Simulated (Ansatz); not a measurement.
# Strain and field gradients in HfO₂

Cell: a COD entry, whose atoms a relaxation with PBE at fixed cell left in place.

```
Hf O
1.0
     0.00000    2.55750    2.55750
     2.55750    0.00000    2.55750
     2.55750    2.55750    0.00000
Hf O
1 2
Direct
  0.00000 0.00000 0.00000
  0.25000 0.25000 0.25000
  0.75000 0.75000 0.75000
```

Atoms are numbered from 1 in the order listed; like atoms form one site, named after its first atom.

Level of theory: DFT, PBE, plane waves and PAW, scalar-relativistic, 420 eV cutoff, Γ-centred 10×10×10 k-points, Fermi–Dirac smearing 0.02 eV (Ansatz 0.2.0).

The cell is stretched along z (the third Cartesian axis of the run's cell), x and y held, and the ions relax again each time.

| strain along z (%) | Hf: V along z (10²¹ V/m²) | O: V along z (10²¹ V/m²) |
| --- | --- | --- |
| -3 | 3.72 | -1.09 |
| -2 | ? | ? |
| -1 | 1.21 | -0.36 |
| 0 | 0.00 | 0.00 |
| +1 | -1.20 | 0.35 |
| +2 | -2.36 | 0.70 |
| +3 | -3.50 | 1.04 |

(1) Estimate the row at -2 % from the others.

## Answers

(1) Hf: 2.45; O: -0.72. Worked for Hf: a straight line through the other 6 rows has a slope of -1.203 × 10²¹ V/m² per per cent of strain and gives 2.45 at -2 %, against 2.45 from the run, so the response is nearly linear here. For Hf-177 that is −98 MHz of C_Q per per cent. Worked for O: a straight line through the other 6 rows has a slope of 0.355 × 10²¹ V/m² per per cent of strain and gives -0.72 at -2 %, against -0.72 from the run, so the response is nearly linear here. For ¹⁷O that is −0.22 MHz of C_Q per per cent. Without strain Hf and O sit on a cubic site without a gradient, so the whole gradient comes from the strain.

This high-symmetry form of HfO2 is unstable when cold, to shifts of the oxygen columns, towards the tetragonal form. The symmetry of the cell holds that distortion back, wholly or in part, and it would change the field gradients, the more the larger the distortion.
